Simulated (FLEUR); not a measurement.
# 1 ML Ni on Cu(001), 3 substrate layers: from one collinear state to anisotropy, part 2 of 2

One state of 1 ML Ni on Cu(001), 3 substrate layers is converged without symmetry. Force theorems then give its anisotropy.

FLEUR MaX-R8.1; PBE; all-electron FLAPW film, Dirac cores, scalar-relativistic bands.

So far. Step 2 (Self-consistent state): After 58 cycles the largest moment stands at 0.501 μB.

### 5. Spin–orbit coupling, moments along z

Level of this step: PBE; all-electron FLAPW film, Dirac cores, scalar-relativistic bands with spin-orbit coupling (FLEUR).

Spin–orbit coupling ties the spins to the lattice and lets orbital moments form.

A new self-consistent run of the start ferro +, with the moments along z. The k list default-1 (kpts.xml, not shown) is a Γ-centred 33×33×1 mesh.

inp.xml reads:

```
<?xml version="1.0" encoding="UTF-8" standalone="no"?>
<fleurInput fleurInputVersion="0.39">
   <comment>
      Cu3Ni
   </comment>
   <calculationSetup>
      <cutoffs Kmax="3.63" Gmax="10.9" GmaxXC="10.9" numbands="131"/>
      <scfLoop itmax="140" minDistance="0.00002" maxIterBroyd="15" imix="Anderson" alpha="0.03" precondParam="0.0" spinf="2.0" sdNocoIR="T"/>
      <coreElectrons ctail="T" frcor="F" kcrel="0" coretail_lmax="0"/>
      <xcFunctional name="pbe" relativisticCorrections="F"/>
      <magnetism jspins="2"/>
      <soc l_soc="T" theta="0.0" phi="0.0" spav="F"/>
      <expertModes spex="0" secvar="F"/>
      <geometryOptimization l_f="F" forcealpha="1.0" forcemix="BFGS" epsdisp="0.00001" epsforce="0.00001"/>
      <ldaU l_linMix="F" mixParam="0.05" spinf="1.0"/>
   </calculationSetup>
   <cell>
      <bzIntegration valenceElectrons="51.0" mode="hist" fermiSmearingEnergy="0.00183747">
         <kPointListSelection listName="default-1"/>
         <xi:include xmlns:xi="http://www.w3.org/2001/XInclude" href="kpts.xml"> </xi:include>
      </bzIntegration>
      <xi:include xmlns:xi="http://www.w3.org/2001/XInclude" href="sym.xml"> </xi:include>
      <filmLattice scale="1.0" dVac="15.48" dTilda="17.98">
         <bravaisMatrixFilm>
            <row-1>    4.8305009121673983     0.0000000000000000</row-1>
            <row-2>    0.0000000000000000     4.8305009121673983</row-2>
         </bravaisMatrixFilm>
         <vacuumEnergyParameters vacuum="1" spinUp="-.25" spinDown="-.25"/>
         <vacuumEnergyParameters vacuum="2" spinUp="-.25" spinDown="-.25"/>
      </filmLattice>
   </cell>
   <atomSpecies>
      <species name="Copper (Cu)" element="Cu" atomicNumber="29">
         <mtSphere radius="2.26" gridPoints="747" logIncrement="0.016"/>
         <atomicCutoffs lmax="8" lnonsphr="6"/>
         <electronConfig flipSpins="F">
            <coreConfig>(1s1/2) (2s1/2) (2p1/2) (2p3/2) (3s1/2) (3p1/2) (3p3/2)</coreConfig>
            <valenceConfig>(4s1/2) (3d3/2) (3d5/2)</valenceConfig>
            <stateOccupation state="(4s1/2)" spinUp="0.500000" spinDown="0.500000"/>
         </electronConfig>
         <energyParameters s="4" p="4" d="3" f="4"/>
      </species>
      <species name="Nickel (Ni1.001" element="Ni" atomicNumber="28">
         <mtSphere radius="2.26" gridPoints="747" logIncrement="0.016"/>
         <atomicCutoffs lmax="8" lnonsphr="6"/>
         <electronConfig flipSpins="F">
            <coreConfig>(1s1/2) (2s1/2) (2p1/2) (2p3/2)</coreConfig>
            <valenceConfig>(3s1/2) (3p1/2) (3p3/2) (4s1/2) (3d3/2) (3d5/2)</valenceConfig>
            <stateOccupation state="(3d3/2)" spinUp="1.6" spinDown="1.6"/>
            <stateOccupation state="(3d5/2)" spinUp="2.9005" spinDown="1.8995"/>
         </electronConfig>
         <energyParameters s="4" p="4" d="3" f="4"/>
         <lo type="SCLO" l="0" n="3" eDeriv="0"/>
         <lo type="SCLO" l="1" n="3" eDeriv="0"/>
      </species>
   </atomSpecies>
   <atomGroups>
      <atomGroup species="Copper (Cu)">
         <filmPos label="                   1">.0000000000 .0000000000 -5.0789960999</filmPos>
         <force calculate="T" relaxXYZ="TTT"/>
      </atomGroup>
      <atomGroup species="Copper (Cu)">
         <filmPos label="                   2">1.000/2.000 1.000/2.000 -1.6633261633</filmPos>
         <force calculate="T" relaxXYZ="TTT"/>
      </atomGroup>
      <atomGroup species="Copper (Cu)">
         <filmPos label="                   3">.0000000000 .0000000000 1.7523437733</filmPos>
         <force calculate="T" relaxXYZ="TTT"/>
      </atomGroup>
      <atomGroup species="Nickel (Ni1.001">
         <filmPos label="                   4">1.000/2.000 1.000/2.000 5.0789960999</filmPos>
         <force calculate="T" relaxXYZ="TTT"/>
      </atomGroup>
   </atomGroups>
   <output dos="F" band="F" slice="F">
      <bandDOS minEnergy="-.5*Htr" maxEnergy="0.5*Htr" sigma="0.015" storeEVData="T"/>
      <plotting iplot="0" polar="F">
         <plot TwoD="T" vec1="  1.0  0.0  0.0" vec2="  0.0  1.0  0.0" vec3="  0.0  0.0  1.0" zero="  0.0  0.0 -0.5" file="plot"/>
      </plotting>
      <moessbauerParams electricFieldGradient="F" isomerShift="F" coreHyperfine="F" valenceHyperfine="F"/>
   </output>
</fleurInput>
```

crystal.txt reads:

```
Cu3Ni
&input film=T cartesian=F /
2.55619100000  0.00000000000  0.00000000000
0.00000000000  2.55619100000  0.00000000000
0.00000000000  0.00000000000  1.00000000000
1.8897261246
1.0 1.0 1.0

4
29 0.00000000000  0.00000000000  -5.07899609986
29 0.50000000000  0.50000000000  -1.66332616328
29 0.00000000000  0.00000000000  1.75234377331
28 0.50000000000  0.50000000000  5.07899609986 : 1.001

&soc 0.0000000 0.0000000 /
&kpt div1=33 div2=33 div3=1 gamma=T /
```

Run with:

```
$ OMP_NUM_THREADS=1 inpgen -f crystal.txt > inpgen.log  # inp.xml is then edited as shown
$ OMP_NUM_THREADS=1 mpirun -n 4 fleur_MPI > fleur.log
```

The program printed:

```text
[banner, memory and clock lines left out]
Welcome to FLEUR        (www.flapw.de)
      MaX-Release 8.1          (www.max-centre.eu)

 ========== k-point set info ==========
 Selected k-point list: default-1
 k-point list type: mesh
 0 x 0 x 0
 Number of k points: 276

 [... set-up left out ...]
 Iteration:     1   Distance:      64.87740650 me/bohr^3
 Iteration:     2   Distance:      40.76254669 me/bohr^3
 Iteration:     3   Distance:      32.95966544 me/bohr^3
 Iteration:     4   Distance:      21.76071918 me/bohr^3
 Iteration:     5   Distance:      11.08253382 me/bohr^3
 Iteration:     6   Distance:       9.09708468 me/bohr^3
 Iteration:     7   Distance:       7.54246185 me/bohr^3
 Iteration:     8   Distance:       9.29828848 me/bohr^3
 Iteration:     9   Distance:      10.81972979 me/bohr^3
 Iteration:    10   Distance:       5.41301014 me/bohr^3
[... 49 iterations left out ...]
 Iteration:    60   Distance:       0.00011935 me/bohr^3
 Iteration:    61   Distance:       0.00010834 me/bohr^3
 Iteration:    62   Distance:       0.00010120 me/bohr^3
 Iteration:    63   Distance:       0.00010291 me/bohr^3
 Iteration:    64   Distance:       0.00010073 me/bohr^3
 Iteration:    65   Distance:       0.00005628 me/bohr^3
 Iteration:    66   Distance:       0.00004279 me/bohr^3
 Iteration:    67   Distance:       0.00002425 me/bohr^3
 Iteration:    68   Distance:       0.00002416 me/bohr^3
 Iteration:    69   Distance:       0.00001984 me/bohr^3

 ********************************************************************
 Run finished successfully
 Stop message:
   all done
 ********************************************************************

--- out.xml (last complete iteration) ---
<iteration numberForCurrentRun="   69" overallNumber="   69">
         [... left out ...]
         <bandgap value="0.0000000000" units="eV"/>
         <sumValenceSingleParticleEnergies value="-34.5969368793" units="Htr"/>
         <FermiEnergy value="-0.1799620901" units="Htr"/>
         [... left out ...]
         <magneticMomentsInMTSpheres units="muBohr">
            <globalMagMoment atomType="1" vec="0.00000   0.00000  -0.00027"/>
            <globalMagMoment atomType="2" vec="0.00000   0.00000  -0.00310"/>
            <globalMagMoment atomType="3" vec="0.00000   0.00000   0.00721"/>
            <globalMagMoment atomType="4" vec="0.00000   0.00000   0.50805"/>
         </magneticMomentsInMTSpheres>
         <orbitalMomentsInMTSpheres units="muBohr">
            <globalMagMoment atomType="1" vec="0.00000   0.00000   0.00000"/>
            <globalMagMoment atomType="2" vec="0.00000   0.00000  -0.00013"/>
            <globalMagMoment atomType="3" vec="0.00000   0.00000   0.00130"/>
            <globalMagMoment atomType="4" vec="0.00000   0.00000   0.06405"/>
         </orbitalMomentsInMTSpheres>
         [... left out ...]
         <totalEnergy value="    -6485.8798854785" units="Htr">
            <sumOfEigenvalues value="    -3765.4203936215">
               <coreElectrons value="-3730.8234567422"/>
               <valenceElectrons value="-34.5969368793"/>
            </sumOfEigenvalues>
         [... left out ...]
            <freeEnergy value="-6485.8811311424"/>
            <extrapolationTo0K value="-6485.8805083104"/>
         </totalEnergy>
         <densityConvergence units="me/bohr^3">
            <chargeDensity spin="1" distance="0.0000038265"/>
            <chargeDensity spin="2" distance="0.0000177571"/>
            <overallChargeDensity distance="0.0000198362"/>
            <spinDensity distance="0.0000163231"/>
         </densityConvergence>
      </iteration>
```

Run time: 43 min. Hardware: 4 MPI ranks of Arm Neoverse V1, shared host; peak memory 1.2 GiB.

Spin moment in the muffin-tin sphere by atom:

```csv
atom,spin moment in the muffin-tin sphere (μB)
Cu1,0.000
Cu2,-0.003
Cu3,0.007
Ni4,0.508
```

Read from the output:

* free energy: -176489.8166 eV
* program's band gap on this mesh (in a metal only a level spacing): 0 eV
* magnetization: 0.4836 μB
* final state: ferromagnetic
* orbital moment along the spin: 0.06405 μB

Orbital moment in the sphere, along the spin axis by atom:

```csv
atom,"orbital moment in the sphere, along the spin axis (μB)"
Cu1,0.0000
Cu2,-0.0001
Cu3,0.0013
Ni4,0.0640
```

### 6. Results

```
reference state                                                             : ferromagnetic
largest sphere moment                                                       : 0.501 μB
easy direction of those tried                                               : the plane normal to z
energy along x less z, force theorem                                        : -1.07 meV a primitive cell
orbital moment on the atom of largest spin, along its spin (spin–orbit run) : 0.0640 μB
```

By the force theorem the moments prefer the plane normal to z, with no direction in it resolved; shape anisotropy is not in it, and in a film it favours the plane. The difference for the second direction goes from -1.1 meV (mesh 19×19×1, 131 states, 11 min of CPU time) to -1.1 meV (mesh 33×33×1, 131 states, 35 min). The orbital moment is parallel to the spin, as Hund's third rule has it for a shell over half filled. The state was typed, and no other order was converged beside it, so it need not be the ground state. A substrate of 3 unrelaxed layers is a model; thickness and relaxation can move these numbers.

[Logs and program files are shortened in this print: banners, set-up blocks, solver, clock and traceback lines can be left out without a mark of their own.]

[Logs are printed without paths, hosts, clocks, repeated set-up lines and the standing remarks that a program may print on its own settings, such as how far it seeks lower states.]

[Hosts, paths, dates, database ids (printed as entryN), source tags and the programs' standing remarks are cut or masked in the printed files.]

[Where a cell is said to come from a database of computed structures, the database is the Materials Project.]
